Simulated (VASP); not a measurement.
# InP (F-43m) in VASP: a series of runs

InP is run at these levels: r2SCAN; tasks: single point, relaxation of cell and atoms.

Program: VASP 6.6.1. These are calculated values, not measurements. Logs are shortened: lines on timing, memory, paths and dates and some standing lists are left out, and cuts for length are marked.

**The experiment to reproduce.**

From a printed reference work, data compilation, for a bulk crystal of InP at 1.6 K: band gap 1.4236 eV (direct).

The runs below are set against these values where they give the same quantity.

## (1) The cell of the first run

Symmetry: F-43m, No. 216, cubic system. Conventional cell: a = 5.907 Å, b = 5.907 Å, c = 5.907 Å, α = 90.00°, β = 90.00°, γ = 90.00°. In (site symmetry -43m) has 4 P at 2.56 Å within 3.4 Å. Within 3.4 Å of P (site symmetry -43m) lie 4 In at 2.56 Å.

## (2) Single point, r2SCAN

The input, POSCAR:

```
InP
1.0
    0.0000000000      2.9536353684      2.9536353684
    2.9536353684      0.0000000000      2.9536353684
    2.9536353684      2.9536353684      0.0000000000
In P
1 1
Direct
    0.0000000000      0.0000000000      0.0000000000
    0.2500000000      0.2500000000      0.2500000000
```

The input, INCAR.step1:

```
PREC = Accurate
ENCUT = 520
ISMEAR = 0
SIGMA = 0.02
LREAL = False
LASPH = True
NELM = 60
NBANDS = 16
GGA = PE
ALGO = Normal
EDIFF = 1E-4
LWAVE = True
LCHARG = False
```

The input, INCAR.step2:

```
PREC = Accurate
ENCUT = 520
EDIFF = 1E-6
ISMEAR = 0
SIGMA = 0.02
LREAL = False
LASPH = True
NELM = 60
ALGO = Normal
ISIF = 2
LWAVE = False
LCHARG = True
METAGGA = R2SCAN
LMIXTAU = True
LELF = True
LVHAR = True
NBANDS = 16
ISTART = 1
```

The input, KPOINTS:

```
Automatic mesh
0
Gamma
  10 10 10
```

Potentials or basis: VASP PAW PBE potentials, release 64 (In_d, P).

Started as:

```bash
> cat potpaw_PBE.64/In_d/POTCAR potpaw_PBE.64/P/POTCAR > POTCAR
> cp INCAR.step1 INCAR
> mpirun -np 1 vasp_std > vasp.out
> cp INCAR.step2 INCAR
> mpirun -np 1 vasp_std > vasp.out
```

OUTCAR:

```text
PREC = Accurate
   ENCUT = 520
   EDIFF = 1E-6
   ISMEAR = 0
   LREAL = False
   LASPH = True
   NELM = 60
   ISIF = 2
   METAGGA = R2SCAN
   ISTART = 1

 ion  position               nearest neighbor table
   1  0.000  0.000  0.000-   2 2.56   2 2.56   2 2.56   2 2.56
   2  0.250  0.250  0.250-   1 2.56   1 2.56   1 2.56   1 2.56

  LATTYP: Found a face centered cubic cell.
 ALAT       =     5.9072707368

  Lattice vectors:

 A1 = (   0.0000000000,   2.9536353684,   2.9536353684)
 A2 = (   2.9536353684,   0.0000000000,   2.9536353684)
 A3 = (   2.9536353684,   2.9536353684,   0.0000000000)

Analysis of symmetry for initial positions (statically):
=====================================================================
 Subroutine PRICEL returns:
 Original cell was already a primitive cell.

 Routine SETGRP: Setting up the symmetry group for a
 face centered cubic supercell.

 Subroutine GETGRP returns: Found 24 space group operations
 (whereof 24 operations were pure point group operations)
 out of a pool of 48 trial point group operations.

The static configuration has the point symmetry T_d .

Analysis of symmetry for dynamics (positions and initial velocities):
=====================================================================
 Subroutine PRICEL returns:
 Original cell was already a primitive cell.

 Routine SETGRP: Setting up the symmetry group for a
 face centered cubic supercell.

 Subroutine GETGRP returns: Found 24 space group operations
 (whereof 24 operations were pure point group operations)
 out of a pool of 48 trial point group operations.

The dynamic configuration has the point symmetry T_d .

 Subroutine INISYM returns: Found 24 space group operations
 (whereof 24 operations are pure point group operations),
 and found     1 'primitive' translations

----------------------------------------------------------------------------------------

                                     Primitive cell

  volume of cell :      51.5348

  direct lattice vectors                    reciprocal lattice vectors
     0.000000000  2.953635368  2.953635368    -0.169282913  0.169282913  0.169282913
     2.953635368  0.000000000  2.953635368     0.169282913 -0.169282913  0.169282913
     2.953635368  2.953635368  0.000000000     0.169282913  0.169282913 -0.169282913

  length of vectors
     4.177071196  4.177071196  4.177071196     0.293206607  0.293206607  0.293206607

  position of ions in fractional coordinates (direct lattice)
     0.000000000  0.000000000  0.000000000
     0.250000000  0.250000000  0.250000000

  ion indices of the primitive-cell ions
   primitive index   ion index
                 1           1
                 2           2

----------------------------------------------------------------------------------------

 KPOINTS: Automatic mesh

Automatic generation of k-mesh.
 Grid dimensions read from file:
 generate k-points for:   10   10   10

 Generating k-lattice:

  Cartesian coordinates                     Fractional coordinates (reciprocal lattice)
    -0.016928291  0.016928291  0.016928291     0.100000000  0.000000000  0.000000000
     0.016928291 -0.016928291  0.016928291     0.000000000  0.100000000  0.000000000
     0.016928291  0.016928291 -0.016928291     0.000000000  0.000000000  0.100000000

  Length of vectors
     0.029320661  0.029320661  0.029320661

  Shift w.r.t. Gamma in fractional coordinates (k-lattice)
     0.000000000  0.000000000  0.000000000

 Subroutine IBZKPT returns following result:
 ===========================================

 Found     47 irreducible k-points:

 Following reciprocal coordinates:
            Coordinates               Weight
  0.000000  0.000000  0.000000      1.000000
  0.100000  0.000000  0.000000      8.000000
  0.200000  0.000000  0.000000      8.000000
  0.300000  0.000000  0.000000      8.000000
  0.400000  0.000000  0.000000      8.000000
  0.500000  0.000000  0.000000      4.000000
[... 16 lines left out ...]
  0.300000  0.300000  0.000000      6.000000
  0.400000  0.300000  0.000000     24.000000
 [... further k-points ...]
   k-points           NKPTS =     47   k-points in BZ     NKDIM =     47   number of bands    NBANDS=     16
   number of dos      NEDOS =    301   number of ions     NIONS =      2
   total plane-waves  NPLWV =  32768
   dimension x,y,z NGX =    32 NGY =   32 NGZ =   32
   dimension x,y,z NGXF=    64 NGYF=   64 NGZF=   64
   ions per type =               1   1
   NGX,Y,Z   is equivalent  to a cutoff of  12.74, 12.74, 12.74 a.u.
   NGXF,Y,Z  is equivalent  to a cutoff of  25.47, 25.47, 25.47 a.u.
 SYSTEM =  unknown system
   PREC   = accura    normal or accurate (medium, high low for compatibility)
   ISTART =      1    job   : 0-new  1-cont  2-samecut
   ICHARG =      0    charge: 1-file 2-atom 10-const
   ISPIN  =      1    spin polarized calculation?
   LNONCOLLINEAR =      F non collinear calculations
   LSORBIT =      F    spin-orbit coupling
   LASPH  =      T    aspherical Exc in radial PAW
   ENCUT  =  520.0 eV  38.22 Ry    6.18 a.u.   7.77  7.77  7.77*2*pi/ulx,y,z
   NELM   =     60;   NELMIN=  2; NELMDL=  0     # of ELM steps
   EDIFF  = 0.1E-05   stopping-criterion for ELM
   LREAL  =      F    real-space projection
   EDIFFG = 0.1E-04   stopping-criterion for IOM
   NSW    =      0    number of steps for IOM
   IBRION =     -1    ionic relax: 0-MD 1-quasi-New 2-CG
   NFREE  =      0    steps in history (QN), initial steepest desc. (CG)
   ISIF   =      2    stress and relaxation
   ISYM   =      2    0-nonsym 1-usesym 2-fastsym
   POTIM  = 0.5000    time-step for ionic-motion
   TEBEG  =    0.0;   TEEND  =   0.0 temperature during run
   PSTRESS=    0.0 pullay stress
   NELECT =      18.0000    total number of electrons
   NUPDOWN=      -1.0000    fix difference up-down
   EMIN   =  10.00;   EMAX   =-10.00  energy-range for DOS
   EFERMI =   0.00;   METHOD = LEGACY
   ISMEAR =     0;   SIGMA  =   0.02  broadening in eV -4-tet -1-fermi 0-gaus
   EFERMI_NEDOS =   21; number of points for ismear=-14 and -15
   IALGO  =     38    algorithm
   IMIX   =      4    mixing-type and parameters
     AMIX     =   0.40;   BMIX     =  1.00
     AMIX_MAG =   1.60;   BMIX_MAG =  1.00
  volume/ion in A,a.u.               =      25.77       173.89
  Fermi-wavevector in a.u.,A,eV,Ry     =   1.152919  2.178701 18.085166  1.329222
  Thomas-Fermi vector in A             =   2.289567
   LORBIT       =      0    0 simple, 1 ext, 2 COOP (PROOUT), +10 PAW based schemes
   METAGGA = R2SCAN    functional components
   LHFCALC =     F    Hartree Fock is set to
   AEXX    =    0.0000 exact exchange contribution
   IVDW    =     0    specifies the selected vdW correction
   LEPSILON=     F    determine dielectric tensor
   LRPA    =     F    only Hartree local field effects (RPA)
 non-spin polarized calculation
 Gauss-broadening in eV      SIGMA  =   0.02
  energy-cutoff  :      520.00
  volume of cell :       51.53
 maximum number of plane-waves:      1411
   NGX = 15   NGY = 15   NGZ = 15

 number of electron      18.0000009 magnetization

 Free energy of the ion-electron system (eV)
  ---------------------------------------------------
  ext. energy  EPLUGINS =         0.00000000
  ---------------------------------------------------
  free energy    TOTEN  =       -32.29865753 eV

  energy without entropy =      -32.29865753  energy(sigma->0) =      -32.29865753

 E-fermi :   4.8930     XC(G=0):  -9.7716

 val. band max:        4.7546292198   @ k =   0.0000   0.0000   0.0000
 cond. band min:       5.7858239341   @ k =   0.0000   0.0000   0.0000
 fundamental gap:      1.0311947143
 Fermi energy:         4.8930189343

 k-point     1 :       0.0000    0.0000    0.0000
  band No.  band energies     occupation
      1      -9.8561      2.00000
      2      -9.8561      2.00000
      3      -9.8561      2.00000
      4      -9.6893      2.00000
      5      -9.6893      2.00000
      6      -7.0815      2.00000
[... 8 lines left out ...]
     15      14.6398      0.00000
     16      14.6398      0.00000

 k-point     2 :       0.1000    0.0000    0.0000
  band No.  band energies     occupation
      1      -9.8690      2.00000
      2      -9.8511      2.00000
      3      -9.8511      2.00000
      4      -9.6893      2.00000
      5      -9.6893      2.00000
      6      -6.9646      2.00000
[... 8 lines left out ...]
     15      14.1509      0.00000
     16      14.3355      0.00000

 k-point     3 :       0.2000    0.0000    0.0000
  band No.  band energies     occupation
      1      -9.9014      2.00000
      2      -9.8391      2.00000
      3      -9.8391      2.00000
      4      -9.6882      2.00000
      5      -9.6882      2.00000
      6      -6.6299      2.00000
[... 8 lines left out ...]
     15      13.7286      0.00000
     16      14.5910      0.00000

 k-point     4 :       0.3000    0.0000    0.0000
  band No.  band energies     occupation
      1      -9.9391      2.00000
      2      -9.8263      2.00000
      3      -9.8263      2.00000
      4      -9.6847      2.00000
      5      -9.6846      2.00000
      6      -6.1323      2.00000
[... 8 lines left out ...]
     15      14.0387      0.00000
     16      14.1503      0.00000
[... 324 lines left out ...]
 k-point    22 :      -0.2000    0.2000    0.0000
  band No.  band energies     occupation
      1      -9.9507      2.00000
      2      -9.8188      2.00000
      3      -9.8155      2.00000
      4      -9.6935      2.00000
      5      -9.6814      2.00000
      6      -5.9637      2.00000
[... 8 lines left out ...]
     15      15.5358      0.00000
     16      16.6225      0.00000

 k-point    23 :       0.3000    0.3000    0.0000
  band No.  band energies     occupation
      1      -9.9892      2.00000
      2      -9.7888      2.00000
      3      -9.7888      2.00000
      4      -9.7193      2.00000
      5      -9.6666      2.00000
      6      -5.8156      2.00000
[... 8 lines left out ...]
     15      15.4395      0.00000
     16      18.1648      0.00000

 k-point    24 :       0.4000    0.3000    0.0000
  band No.  band energies     occupation
      1     -10.0096      2.00000
      2      -9.7791      2.00000
      3      -9.7762      2.00000
      4      -9.7229      2.00000
      5      -9.6631      2.00000
      6      -5.3978      2.00000
[... 8 lines left out ...]
     15      15.8936      0.00000
     16      18.0274      0.00000

 [... further k-points ...]

------------------------ aborting loop because EDIFF is reached ----------------------------------------

  FORCE on cell =-STRESS in cart. coord.  units (eV):
  Direction    XX          YY          ZZ          XY          YZ          ZX
  --------------------------------------------------------------------------------------
  -------------------------------------------------------------------------------------
  Total       -0.0356447     -0.0356447     -0.0356447     -0.0000000      0.0000000      0.0000000
  in kB       -1.1081664     -1.1081664     -1.1081664     -0.0000000      0.0000000      0.0000000
  external PRESSURE =      -1.1081664 kB  Pullay stress =       0.0000000 kB

 VOLUME and BASIS-vectors are now :
 -----------------------------------------------------------------------------
  energy-cutoff  :      520.00
  volume of cell :       51.53
      direct lattice vectors                 reciprocal lattice vectors
     0.000000000  2.953635368  2.953635368    -0.169282913  0.169282913  0.169282913
     2.953635368  0.000000000  2.953635368     0.169282913 -0.169282913  0.169282913
     2.953635368  2.953635368  0.000000000     0.169282913  0.169282913 -0.169282913

 POSITION                                       TOTAL-FORCE (eV/Angst)
 -----------------------------------------------------------------------------------
      0.00000      0.00000      0.00000         0.000000     -0.000000      0.000000
      1.47682      1.47682      1.47682        -0.000000      0.000000     -0.000000
 -----------------------------------------------------------------------------------
    total drift:                               -0.000002     -0.000002     -0.000002

  FREE ENERGIE OF THE ION-ELECTRON SYSTEM (eV)
  ---------------------------------------------------
  free  energy   TOTEN  =       -32.2986575311 eV

  energy  without entropy=      -32.2986575311  energy(sigma->0) =      -32.29865753
```

Wall time 2.4 min (1 thread of Intel Xeon 8259CL, shared host); peak memory 0.2 GiB.

Results:

| Property | Result |
| --- | --- |
| Free energy | -32.2987 eV |
| Pressure | -0.1 GPa |
| Band gap on the k mesh | 1.03 eV |

Levels at points of the mesh, in eV from the valence-band top:
```
           k point  band 6  band 7  band 8  band 9  band 10  band 11  band 12  band 13
(0.00, 0.00, 0.00)  -11.84    0.00    0.00    0.00     1.03     4.44     4.44     4.44
(0.50, 0.00, 0.00)  -10.11   -5.75   -0.97   -0.97     1.80     5.16     5.16     7.50
(0.50, 0.50, 0.00)   -9.46   -5.77   -2.33   -2.33     2.05     2.55     9.73    10.15
```

Caveat: the PAW data sets were made with another functional, which shifts forces and pressure a little; spin-orbit coupling is left out, which moves the levels of the heavy elements.

## (3) Relaxation of cell and atoms, r2SCAN

This run uses another cell than the first one, of 25.17 Å³/atom.

The input, POSCAR:

```
InP
1.0
    0.0000000000      2.9305000000      2.9305000000
    2.9305000000      0.0000000000      2.9305000000
    2.9305000000      2.9305000000      0.0000000000
In P
1 1
Direct
    0.0000000000      0.0000000000      0.0000000000
    0.2500000000      0.2500000000      0.2500000000
```

The input, INCAR.step1:

```
SYSTEM = InP
ALGO = Normal
EDIFF = 1E-4
ENCUT = 600
GGA = PE
ISMEAR = 0
LASPH = .TRUE.
LCHARG = .FALSE.
LREAL = .FALSE.
LWAVE = .TRUE.
NELM = 100
PREC = Accurate
SIGMA = 0.02
```

The input, INCAR.step2:

```
SYSTEM = InP
ALGO = Normal
EDIFF = 1E-6
EDIFFG = -0.01
ENCUT = 600
IBRION = 2
ISIF = 3
ISMEAR = 0
ISTART = 1
LASPH = .TRUE.
LCHARG = .FALSE.
LMIXTAU = .TRUE.
LREAL = .FALSE.
LWAVE = .FALSE.
METAGGA = R2SCAN
NELM = 100
NSW = 80
PREC = Accurate
SIGMA = 0.02
```

The input, KPOINTS:

```
k-points
0
G
  10 10 10
  0 0 0
```

Potentials or basis: VASP PAW PBE potentials, release 64 (In_d, P).

Started as:

```bash
> cat potpaw_PBE.64/In_d/POTCAR potpaw_PBE.64/P/POTCAR > POTCAR
> cp INCAR.step1 INCAR
> mpirun -np 1 vasp_std > vasp.out
> cp INCAR.step2 INCAR
> mpirun -np 1 vasp_std > vasp.out
```

Run time: 9.6 min. Hardware: 1 thread of Intel Xeon 8259CL, shared host; peak memory 0.26 GiB.

Results (log left out):

* Free energy: -32.2995 eV
* Relaxed volume: 25.73 Å³/atom
* Relaxed cell: a = 4.175 Å, b = 4.175 Å, c = 4.175 Å, α = 60.00°, β = 60.00°, γ = 60.00°
* Space group after relaxing (to 0.1 Å): F-43m (No. 216)
* Energy gained by relaxing: 2.8 meV/atom
* Ionic steps: 3
* Pressure after relaxing: 0.0 GPa
* Band gap on the k mesh: 1.04 eV

The path:
| step | energy change (eV) | largest force (eV/Å) | pressure (GPa) | volume (Å³) |
| --- | --- | --- | --- | --- |
| 1 | 0.0000 | 0.0000 | 1.59 | 50.33 |
| 2 | -0.0035 | 0.0000 | -0.86 | 52.18 |
| 3 | -0.0055 | 0.0000 | 0.01 | 51.46 |

Final structure:
```
In P
1.0
     0.00000    2.95229    2.95229
     2.95229    0.00000    2.95229
     2.95229    2.95229    0.00000
In P
1 1
Direct
  0.00000 0.00000 0.00000
  0.25000 0.25000 0.25000
```

Levels at points of the mesh, in eV from the valence-band top:
```tsv
k point	band 7	band 8	band 9	band 10	band 11	band 12
(0.00, 0.00, 0.00)	0.00	0.00	0.00	1.04	4.44	4.44
(0.50, 0.00, 0.00)	-5.76	-0.98	-0.98	1.81	5.16	5.16
(0.50, 0.50, 0.00)	-5.78	-2.33	-2.33	2.04	2.55	9.74
```

Caveat: the PAW data sets were made with another functional, which shifts forces and pressure a little; spin-orbit coupling is left out, which moves the levels of the heavy elements. r2SCAN opens gaps a little over a GGA but as a rule still falls short of measured ones.

## (4) Comparison with measurements

Step 2. Against the measured gap of InP, 1.4236 eV (direct; 1.6 K; a printed reference work, data compilation), the calculated 1.03 eV is off by -0.39 eV. Spin-orbit coupling on In is left out. The value is that of r2SCAN, without temperature or zero-point motion.
